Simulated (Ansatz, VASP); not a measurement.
**BN in VASP and in Ansatz**

INCAR

```
SYSTEM = BN
  PREC = Accurate
  ENCUT = 520
  EDIFF = 1E-6
  ISMEAR = -1
  SIGMA = 0.05
  LREAL = .False.
  LASPH = .True.
  NELM = 60
  ALGO = Normal
  ISIF = 2
  LWAVE = .False.
  LCHARG = .False.
  GGA = PE
  NBANDS = 11
```

Contents of KPOINTS:

```
Automatic mesh
0
Gamma
  14 14 14
  0 0 0
```

Contents of POSCAR:

```
BN
1.0
    2.0796975597      0.0000000000      0.0000000000
    0.0000000000      2.0796975597      0.0000000000
    0.0000000000      0.0000000000      2.0796975597
B N
1 1
Direct
    0.0000000000      0.0000000000      0.0000000000
    0.5000000000      0.5000000000      0.5000000000
```

Input for Ansatz:

```yaml
crystal:
  lattice:
    - [2.0796975597, 0.0, 0.0]
    - [0.0, 2.0796975597, 0.0]
    - [0.0, 0.0, 2.0796975597]
  atoms:
    - { symbol: B, position: [0.0, 0.0, 0.0] }
    - { symbol: "N", position: [0.5, 0.5, 0.5] }
kpoints:
  mp_grid: { grid: [14, 14, 14] }
scf:
  occupations: { method: fermi_dirac, width: 0.05 }
hamiltonian:
  xc: pbe
  pseudopotentials: { kind: all_electron, lapw: { basis_error: 0.001 } }
output:
  forces: true
  stress: true
  eigenvalues: true
  populations: true
```

Change from the starting cell: volume scaled by 0.72, LAPW.

Alike in both runs: task single point; functional PBE; k mesh 14 × 14 × 14; occupations fermi-dirac, width 0.05 eV; no spin polarisation.

|  | VASP | Ansatz |
| --- | --- | --- |
| version | VASP 6.6.1 | Ansatz 0.2.0 |
| potentials or method | VASP PAW PBE potentials, release 64 (B, N) | all-electron LAPW, scalar-relativistic |
| plane-wave cutoff (eV) | 520 | see its input |

```csv
,VASP,Ansatz,Ansatz less VASP
pressure (GPa),155.8,155.8,0.00
```

Ansatz ran all-electron here, so the differences hold the error of VASP's frozen core and of both bases.

Caveats: the cell as given lies far from equilibrium; so large a pressure means that the cell lies far from this level's equilibrium, or that cutoff or potentials fall short (VASP).
